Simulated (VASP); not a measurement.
# ScAl (Pm-3m) in VASP: notebook, part 2 of 2

VASP 6.6.1.

### Step 4. Single point, PBEsol

INCAR reads:

```
SYSTEM = ScAl
PREC     = Accurate       ! precision mode
ENCUT    = 250            ! plane-wave cutoff, eV
EDIFF    = 1E-6           ! SCF threshold, eV
ISMEAR   = 1              ! smearing method
SIGMA    = 0.2            ! smearing width, eV
LREAL    = .False.        ! projectors in reciprocal space
LASPH    = .True.         ! aspherical terms in the spheres
NELM     = 100            ! most SCF steps
ALGO     = Normal         ! electronic algorithm
ISIF     = 2              ! what is computed and relaxed
LWAVE    = .False.        ! write WAVECAR
LCHARG   = .False.        ! write CHGCAR
GGA      = PS             ! functional
ADDGRID  = .False.
```

KPOINTS reads:

```
Automatic mesh
0
Gamma
  7 7 7
  0 0 0
```

POSCAR reads:

```
ScAl
1.0
    3.3703489700      0.0000000000      0.0000000000
    0.0000000000      3.3703489700      0.0000000000
    0.0000000000      0.0000000000      3.3703489700
Sc Al
1 1
Direct
    0.5000000000      0.5000000000      0.5000000000
    0.0000000000      0.0000000000      0.0000000000
```

Potentials or basis: VASP PAW PBE potentials, release 64 (Sc_sv, Al).

Run with:

```sh
> cat potpaw_PBE.64/Sc_sv/POTCAR potpaw_PBE.64/Al/POTCAR > POTCAR
> mpirun -np 1 vasp_std > vasp.out
```

OUTCAR:

```text
SYSTEM = ScAl
   PREC = Accurate
   ENCUT = 250
   EDIFF = 1E-6
   ISMEAR = 1
   LREAL = .False.
   LASPH = .True.
   NELM = 100
   ISIF = 2
   GGA = PS

 Found     20 irreducible k-points:

 Following reciprocal coordinates:
            Coordinates               Weight
  0.000000  0.000000  0.000000      1.000000
  0.142857  0.000000  0.000000      6.000000
  0.285714  0.000000  0.000000      6.000000
  0.428571  0.000000  0.000000      6.000000
  0.142857  0.142857  0.000000     12.000000
  0.285714  0.142857  0.000000     24.000000
   k-points           NKPTS =     20   k-points in BZ     NKDIM =     20   number of bands    NBANDS=     11
   number of dos      NEDOS =    301   number of ions     NIONS =      2
   total plane-waves  NPLWV =   5832
   dimension x,y,z NGX =    18 NGY =   18 NGZ =   18
   dimension x,y,z NGXF=    36 NGYF=   36 NGZF=   36
   ions per type =               1   1
   NGX,Y,Z   is equivalent  to a cutoff of   8.88,  8.88,  8.88 a.u.
   NGXF,Y,Z  is equivalent  to a cutoff of  17.76, 17.76, 17.76 a.u.
 SYSTEM =  ScAl
   PREC   = accura    normal or accurate (medium, high low for compatibility)
   ISTART =      0    job   : 0-new  1-cont  2-samecut
   ICHARG =      2    charge: 1-file 2-atom 10-const
   ISPIN  =      1    spin polarized calculation?
   LNONCOLLINEAR =      F non collinear calculations
   LSORBIT =      F    spin-orbit coupling
   LASPH  =      T    aspherical Exc in radial PAW
   ENCUT  =  250.0 eV  18.37 Ry    4.29 a.u.   4.35  4.35  4.35*2*pi/ulx,y,z
   NELM   =    100;   NELMIN=  2; NELMDL= -5     # of ELM steps
   EDIFF  = 0.1E-05   stopping-criterion for ELM
   LREAL  =      F    real-space projection
   EDIFFG = 0.1E-04   stopping-criterion for IOM
   NSW    =      0    number of steps for IOM
   IBRION =     -1    ionic relax: 0-MD 1-quasi-New 2-CG
   NFREE  =      0    steps in history (QN), initial steepest desc. (CG)
   ISIF   =      2    stress and relaxation
   ISYM   =      2    0-nonsym 1-usesym 2-fastsym
   POTIM  = 0.5000    time-step for ionic-motion
   TEBEG  =    0.0;   TEEND  =   0.0 temperature during run
   PSTRESS=    0.0 pullay stress
   NELECT =      14.0000    total number of electrons
   NUPDOWN=      -1.0000    fix difference up-down
   EMIN   =  10.00;   EMAX   =-10.00  energy-range for DOS
   EFERMI =   0.00;   METHOD = LEGACY
   ISMEAR =     1;   SIGMA  =   0.20  broadening in eV -4-tet -1-fermi 0-gaus
   EFERMI_NEDOS =   21; number of points for ismear=-14 and -15
   IALGO  =     38    algorithm
   IMIX   =      4    mixing-type and parameters
     AMIX     =   0.40;   BMIX     =  1.00
     AMIX_MAG =   1.60;   BMIX_MAG =  1.00
  volume/ion in A,a.u.               =      19.14       129.18
  Fermi-wavevector in a.u.,A,eV,Ry     =   1.170692  2.212287 18.647052  1.370520
  Thomas-Fermi vector in A             =   2.307147
   LORBIT       =      0    0 simple, 1 ext, 2 COOP (PROOUT), +10 PAW based schemes
   GGA     = PS    functional components
   LHFCALC =     F    Hartree Fock is set to
   AEXX    =    0.0000 exact exchange contribution
   IVDW    =     0    specifies the selected vdW correction
   LEPSILON=     F    determine dielectric tensor
   LRPA    =     F    only Hartree local field effects (RPA)
 non-spin polarized calculation
 Methfessel and Paxton  Order N= 1 SIGMA  =   0.20
  energy-cutoff  :      250.00
  volume of cell :       38.28
 maximum number of plane-waves:       354
 NGX is ok and might be reduce to    18
   NGX =  9   NGY =  9   NGZ =  9

 number of electron      13.9999987 magnetization

 Free energy of the ion-electron system (eV)
  ---------------------------------------------------
  ext. energy  EPLUGINS =         0.00000000
  ---------------------------------------------------
  free energy    TOTEN  =       -11.60277977 eV

  energy without entropy =      -11.60064326  energy(sigma->0) =      -11.60206760

 E-fermi :   5.9325     XC(G=0): -10.4090

 val. band max:        5.9184873384   @ k =   0.4286   0.4286   0.1429
 cond. band min:       6.0166988159   @ k =   0.4286   0.1429   0.0000
 fundamental gap:      0.0982114775
 Fermi energy:         5.9325215912

 k-point     1 :       0.0000    0.0000    0.0000
  band No.  band energies     occupation
      1     -43.2197      2.00000
      2     -21.9115      2.00000
      3     -21.9115      2.00000
      4     -21.9115      2.00000
      5      -2.4895      2.00000
      6       5.3068      2.00009
      7       5.3068      2.00009
      8       8.6942     -0.00000
      9       8.6942     -0.00000
     10       8.6942     -0.00000
     11       9.7062     -0.00000

 k-point     2 :       0.1429    0.0000    0.0000
  band No.  band energies     occupation
      1     -43.2180      2.00000
      2     -21.9463      2.00000
      3     -21.9084      2.00000
      4     -21.9084      2.00000
      5      -2.1988      2.00000
      6       4.9680      2.00000
      7       5.4517      2.00352
      8       7.9972     -0.00000
      9       7.9972     -0.00000
     10       8.7360     -0.00000
     11       9.1080     -0.00000

 k-point     3 :       0.2857    0.0000    0.0000
  band No.  band energies     occupation
      1     -43.2117      2.00000
      2     -22.0235      2.00000
      3     -21.9015      2.00000
      4     -21.9015      2.00000
      5      -1.3623      2.00000
      6       3.6506      2.00000
      7       5.8224      1.79335
      8       7.2315     -0.00000
      9       7.2315     -0.00000
     10       8.8325     -0.00000
     11       9.0708     -0.00000

 k-point     4 :       0.4286    0.0000    0.0000
  band No.  band energies     occupation
      1     -43.2055      2.00000
      2     -22.0844      2.00000
      3     -21.8958      2.00000
      4     -21.8958      2.00000
      5      -0.1223      2.00000
      6       1.9137      2.00000
      7       6.1844     -0.07057
      8       6.8107     -0.00000
      9       6.8107     -0.00000
     10       8.9128     -0.00000
     11       9.6721     -0.00000

 k-point     5 :       0.1429    0.1429    0.0000
  band No.  band energies     occupation
      1     -43.2138      2.00000
      2     -21.9447      2.00000
      3     -21.9408      2.00000
      4     -21.9053      2.00000
      5      -1.9166      2.00000
      6       5.0261      2.00000
      7       5.2538      2.00002
      8       7.3406     -0.00000
      9       7.8542     -0.00000
     10       8.4543     -0.00000
     11       9.6033     -0.00000

 k-point     6 :       0.2857    0.1429    0.0000
  band No.  band energies     occupation
      1     -43.2079      2.00000
      2     -22.0192      2.00000
      3     -21.9349      2.00000
      4     -21.8984      2.00000
      5      -1.1084      2.00000
      6       3.8349      2.00000
      7       5.5378      2.01741
      8       6.8798     -0.00000
      9       7.3111     -0.00000
     10       8.4556     -0.00000
     11       9.3424     -0.00000

 [... further k-points ...]

------------------------ aborting loop because EDIFF is reached ----------------------------------------

  FORCE on cell =-STRESS in cart. coord.  units (eV):
  Direction    XX          YY          ZZ          XY          YZ          ZX
  --------------------------------------------------------------------------------------
  -------------------------------------------------------------------------------------
  Total       -0.4744084     -0.4744084     -0.4744084     -0.0000000      0.0000000      0.0000000
  in kB      -19.8535560    -19.8535560    -19.8535560     -0.0000000      0.0000000      0.0000000
  external PRESSURE =     -19.8535560 kB  Pullay stress =       0.0000000 kB

 VOLUME and BASIS-vectors are now :
 -----------------------------------------------------------------------------
  energy-cutoff  :      250.00
  volume of cell :       38.28
      direct lattice vectors                 reciprocal lattice vectors
     3.370348970  0.000000000  0.000000000     0.296705181  0.000000000  0.000000000
     0.000000000  3.370348970  0.000000000     0.000000000  0.296705181  0.000000000
     0.000000000  0.000000000  3.370348970     0.000000000  0.000000000  0.296705181

 POSITION                                       TOTAL-FORCE (eV/Angst)
 -----------------------------------------------------------------------------------
      1.68517      1.68517      1.68517         0.000000      0.000000      0.000000
      0.00000      0.00000      0.00000         0.000000      0.000000      0.000000
 -----------------------------------------------------------------------------------
    total drift:                                0.000000     -0.000000      0.000000

  FREE ENERGIE OF THE ION-ELECTRON SYSTEM (eV)
  ---------------------------------------------------
  free  energy   TOTEN  =       -11.6027797740 eV

  energy  without entropy=      -11.6006432644  energy(sigma->0) =      -11.60206760
```

Run time: 2.9 s. Hardware: 1 thread of Intel Xeon Platinum 8488C (Sapphire Rapids), shared host; peak memory 0.12 GiB.

The run converged, but some of its settings lie outside the range that counts as converged, so its numbers aren't taken as properties of the crystal.

What came out:

```
Free energy            : -11.6028 eV
Band gap on the k mesh : none (metal or under the smearing width)
```

Caveat: the cutoff is under 1.25 times the usual one of these potentials, so pressure, stress and relaxed cells hold a basis-set (Pulay) error; the PAW data sets were made with another functional, which shifts forces and pressure a little.

### Step 5. Single point, PBEsol

Changes to INCAR since step 4:

```diff
@@ -2,3 +2,3 @@
 PREC     = Accurate       ! precision mode
-ENCUT    = 250            ! plane-wave cutoff, eV
+ENCUT    = 300            ! plane-wave cutoff, eV
 EDIFF    = 1E-6           ! SCF threshold, eV
```

KPOINTS is that of step 4.

POSCAR is that of step 4.

Potentials or basis: VASP PAW PBE potentials, release 64 (Sc_sv, Al).

Run with:

```sh
> cat potpaw_PBE.64/Sc_sv/POTCAR potpaw_PBE.64/Al/POTCAR > POTCAR
> mpirun -np 1 vasp_std > vasp.out
```

OUTCAR:

```text
SYSTEM = ScAl
   PREC = Accurate
   ENCUT = 300
   EDIFF = 1E-6
   ISMEAR = 1
   LREAL = .False.
   LASPH = .True.
   NELM = 100
   ISIF = 2
   GGA = PS

 Found     20 irreducible k-points:

 Following reciprocal coordinates:
            Coordinates               Weight
  0.000000  0.000000  0.000000      1.000000
  0.142857  0.000000  0.000000      6.000000
  0.285714  0.000000  0.000000      6.000000
  0.428571  0.000000  0.000000      6.000000
  0.142857  0.142857  0.000000     12.000000
  0.285714  0.142857  0.000000     24.000000
   k-points           NKPTS =     20   k-points in BZ     NKDIM =     20   number of bands    NBANDS=     11
   number of dos      NEDOS =    301   number of ions     NIONS =      2
   total plane-waves  NPLWV =   8000
   dimension x,y,z NGX =    20 NGY =   20 NGZ =   20
   dimension x,y,z NGXF=    40 NGYF=   40 NGZF=   40
   ions per type =               1   1
   NGX,Y,Z   is equivalent  to a cutoff of   9.87,  9.87,  9.87 a.u.
   NGXF,Y,Z  is equivalent  to a cutoff of  19.73, 19.73, 19.73 a.u.
 SYSTEM =  ScAl
   PREC   = accura    normal or accurate (medium, high low for compatibility)
   ISTART =      0    job   : 0-new  1-cont  2-samecut
   ICHARG =      2    charge: 1-file 2-atom 10-const
   ISPIN  =      1    spin polarized calculation?
   LNONCOLLINEAR =      F non collinear calculations
   LSORBIT =      F    spin-orbit coupling
   LASPH  =      T    aspherical Exc in radial PAW
[... 69 lines left out ...]
      9       8.6905     -0.00000
     10       8.6905     -0.00000
     11       9.7054     -0.00000
[... 57 lines left out ...]
 k-point     6 :       0.2857    0.1429    0.0000
  band No.  band energies     occupation
      1     -43.2178      2.00000
      2     -22.0258      2.00000
      3     -21.9416      2.00000
      4     -21.9053      2.00000
      5      -1.1093      2.00000
      6       3.8334      2.00000
      7       5.5359      2.01750
      8       6.8778     -0.00000
      9       7.3090     -0.00000
     10       8.4519     -0.00000
     11       9.3398     -0.00000

 [... further k-points ...]

------------------------ aborting loop because EDIFF is reached ----------------------------------------

  FORCE on cell =-STRESS in cart. coord.  units (eV):
  Direction    XX          YY          ZZ          XY          YZ          ZX
  --------------------------------------------------------------------------------------
  -------------------------------------------------------------------------------------
  Total       -0.4805605     -0.4805605     -0.4805605     -0.0000000      0.0000000     -0.0000000
  in kB      -20.1110172    -20.1110172    -20.1110172     -0.0000000      0.0000000     -0.0000000
  external PRESSURE =     -20.1110172 kB  Pullay stress =       0.0000000 kB

 VOLUME and BASIS-vectors are now :
 -----------------------------------------------------------------------------
  energy-cutoff  :      300.00
  volume of cell :       38.28
      direct lattice vectors                 reciprocal lattice vectors
     3.370348970  0.000000000  0.000000000     0.296705181  0.000000000  0.000000000
     0.000000000  3.370348970  0.000000000     0.000000000  0.296705181  0.000000000
     0.000000000  0.000000000  3.370348970     0.000000000  0.000000000  0.296705181

 POSITION                                       TOTAL-FORCE (eV/Angst)
 -----------------------------------------------------------------------------------
      1.68517      1.68517      1.68517         0.000000      0.000000      0.000000
      0.00000      0.00000      0.00000         0.000000      0.000000      0.000000
 -----------------------------------------------------------------------------------
    total drift:                               -0.000000      0.000000      0.000000

  FREE ENERGIE OF THE ION-ELECTRON SYSTEM (eV)
  ---------------------------------------------------
  free  energy   TOTEN  =       -11.6065924545 eV

  energy  without entropy=      -11.6044703463  energy(sigma->0) =      -11.60588509
```

OSZICAR:

```text
N       E                     dE             d eps       ncg     rms          rms(c)
DAV:   1     0.775812948240E+02    0.77581E+02   -0.57320E+03   544   0.769E+02
DAV:   2    -0.104512390950E+02   -0.88033E+02   -0.85960E+02   440   0.314E+02
DAV:   3    -0.127701403940E+02   -0.23189E+01   -0.21834E+01   721   0.568E+01
DAV:   4    -0.128072983523E+02   -0.37158E-01   -0.36750E-01   690   0.491E+00
DAV:   5    -0.128076028614E+02   -0.30451E-03   -0.30439E-03   612   0.434E-01    0.749E+00
DAV:   6    -0.116682688468E+02    0.11393E+01   -0.37361E+00   701   0.251E+01    0.221E+00
DAV:   7    -0.116224184419E+02    0.45850E-01   -0.12593E-01   749   0.372E+00    0.926E-01
DAV:   8    -0.116071171944E+02    0.15301E-01   -0.11881E-02   538   0.118E+00    0.211E-01
DAV:   9    -0.116066028556E+02    0.51434E-03   -0.11618E-03   716   0.417E-01    0.114E-01
DAV:  10    -0.116065926138E+02    0.10242E-04   -0.41912E-05   724   0.640E-02    0.354E-02
DAV:  11    -0.116065924545E+02    0.15931E-06   -0.16129E-06   520   0.940E-03
   1 F= -.11606592E+02 E0= -.11605885E+02  d E =-.212211E-02
```

stdout:

```text
POSCAR found type information on POSCAR ScAl
 POSCAR found :  2 types and       2 ions
 scaLAPACK will be used
 -----------------------------------------------------------------------------
|                                                                             |
|                                                                             |
|     You enforced a specific xc type in the INCAR file but a different       |
|     I HOPE YOU KNOW WHAT YOU ARE DOING!                                     |
|                                                                             |
 -----------------------------------------------------------------------------

 LDA part: xc-table for (Slater+PW92), standard interpolation
 POSCAR, INCAR and KPOINTS ok, starting setup
 FFT: planning ... GRIDC
 FFT: planning ... GRID_SOFT
 FFT: planning ... GRID
 WAVECAR not read
 entering main loop
```

It took 3.3 s on 1 thread of Intel Xeon Platinum 8488C (Sapphire Rapids), shared host; peak memory 0.12 GiB.

These settings aren't checked as converged: the numbers below hold their error.

Results:

```yaml
Free_energy: -11.6066 eV
Pressure: -2.0 GPa
Band_gap_on_the_k_mesh: none (metal or under the smearing width)
```

Caveat: the PAW data sets were made with another functional, which shifts forces and pressure a little.
